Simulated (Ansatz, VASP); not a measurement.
# SiO2: VASP beside Ansatz

The input POSCAR:

```
SiO2
1.0
    4.1854060762      0.0000000000      0.0000000000
    0.0000000000      4.1854060762      0.0000000000
    0.0000000000      0.0000000000      2.6687449733
Si O
2 4
Direct
    0.5000000000      0.5000000000      0.5187353983
    0.0000000000      0.0000000000      0.0187353983
    0.6938852014      0.6938852014     -0.0164442672
    0.1938852014      0.8061147986      0.4835557328
    0.3061147986      0.3061147986     -0.0164442672
    0.8061147986      0.1938852014      0.4835557328
```

INCAR.step1

```
SYSTEM = SiO2
PREC     = Accurate       ! precision mode
ENCUT    = 520            ! plane-wave cutoff, eV
ISMEAR   = 0              ! smearing method
SIGMA    = 0.05           ! smearing width, eV
LREAL    = .FALSE.        ! projectors in reciprocal space
LASPH    = .TRUE.         ! aspherical terms in the spheres
NELM     = 100            ! most SCF steps
NBANDS   = 25             ! bands
GGA      = PE             ! functional
ALGO     = Normal         ! electronic algorithm
EDIFF    = 1E-4           ! SCF threshold, eV
LWAVE    = .TRUE.         ! write WAVECAR
LCHARG   = .FALSE.        ! write CHGCAR
```

File INCAR.step2:

```
SYSTEM = SiO2
PREC     = Accurate       ! precision mode
ENCUT    = 520            ! plane-wave cutoff, eV
EDIFF    = 1E-6           ! SCF threshold, eV
ISMEAR   = 0              ! smearing method
SIGMA    = 0.05           ! smearing width, eV
LREAL    = .FALSE.        ! projectors in reciprocal space
LASPH    = .TRUE.         ! aspherical terms in the spheres
NELM     = 100            ! most SCF steps
ALGO     = Normal         ! electronic algorithm
ISIF     = 2              ! what is computed and relaxed
LWAVE    = .FALSE.        ! write WAVECAR
LCHARG   = .FALSE.        ! write CHGCAR
METAGGA  = R2SCAN         ! meta-GGA
LMIXTAU  = .TRUE.       
NBANDS   = 25             ! bands
ISTART   = 1
```

Contents of KPOINTS:

```
regular mesh
0
G
  6 6 8
  0 0 0
```

Input for Ansatz:

```yaml
crystal:
  lattice:
    - [4.1854060762, 0.0, 0.0]
    - [0.0, 4.1854060762, 0.0]
    - [0.0, 0.0, 2.6687449733]
  atoms:
    - { symbol: Si, position: [0.5, 0.5, 0.5187353983] }
    - { symbol: Si, position: [0.0, 0.0, 0.0187353983] }
    - { symbol: O, position: [0.6938852014, 0.6938852014, -0.0164442672] }
    - { symbol: O, position: [0.1938852014, 0.8061147986, 0.4835557328] }
    - { symbol: O, position: [0.3061147986, 0.3061147986, -0.0164442672] }
    - { symbol: O, position: [0.8061147986, 0.1938852014, 0.4835557328] }
basis:
  ecutwfc: 500
kpoints:
  mp_grid: { grid: [6, 6, 8] }
hamiltonian:
  xc: r2scan
scf:
  occupations: { method: gaussian, width: 0.05 }
output:
  forces: true
  stress: true
  eigenvalues: true
```

Change from the starting cell: mode 13 (655.2 1/cm) frozen in, largest displacement +0.050 Å.

Alike in both runs: task single point; functional r2SCAN; k mesh 6 × 6 × 8; occupations gaussian, width 0.05 eV; no spin polarisation.

|  | VASP | Ansatz |
| --- | --- | --- |
| version | VASP 6.6.1 | Ansatz 0.2.0 |
| potentials or method | VASP PAW PBE potentials, release 64 (Si, O) | scalar-relativistic, plane waves, PAW |
| plane-wave cutoff (eV) | 520 | 500 |
| valence electrons in the cell | 32 | 32 |

|  | VASP | Ansatz | Ansatz less VASP |
| --- | --- | --- | --- |
| gap on the k mesh at the Fermi level (eV) | 6.44 | 6.45 | +0.005 |
| least direct gap on the mesh (eV) | 6.44 | 6.45 | +0.005 |
| pressure (GPa) | 2.9 | 2.4 | -0.47 |
| largest component of the traceless stress (GPa) | 1.61 | 0.98 | -0.631 |
| rms of the force components (eV/Å) | 0.947 | 0.924 | -0.0224 |

Atom by atom the forces differ by 0.025 eV/Å (rms over components). The functional is the same, so the differences come from potentials, cutoffs and numerics.

Caveats: the PAW data sets were made with another functional, which shifts forces and pressure a little (VASP). A k mesh can miss the band edges.
